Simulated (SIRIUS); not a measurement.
Cu: equation of state with PBEsol

Crystal: Cu.

```
Cu
1.0
     0.00000    1.80750    1.80750
     1.80750    0.00000    1.80750
     1.80750    1.80750    0.00000
Cu
1
Direct
  0.00000 0.00000 0.00000
```

```yaml
Program: SIRIUS 7.10.0
Task: equation of state
Functional: PBEsol
Potentials_or_basis: PseudoDojo 0.4.1 PBEsol standard (scalar relativistic)
Cutoff: 1254 eV
Density_cutoff: 5016 eV
k_mesh: 13 × 13 × 13
Occupations: fermi-dirac, width 0.05 eV
Spin: no spin polarisation
Libxc_names: "[\"XC_GGA_X_PBE_SOL\", \"XC_GGA_C_PBE_SOL\"]"
Radial_cutoff_for_the_potentials'_integrals: 6.5 bohr
```

```
Equilibrium volume                      : 11.29 Å³/atom
Bulk modulus                            : 172 GPa
Pressure derivative of the bulk modulus : 5.0
```

Energy against volume, from the lowest point:
| volume (Å³/atom) | energy (meV/atom) |
| --- | --- |
| 11.102 | 1.71 |
| 11.338 | 0.00 |
| 11.574 | 3.47 |
| 11.810 | 11.50 |
| 12.047 | 23.56 |
| 12.283 | 39.16 |
| 12.519 | 57.87 |

All runs of the series together: 5.4 min on 1 thread of Arm Neoverse N1, on a shared host.
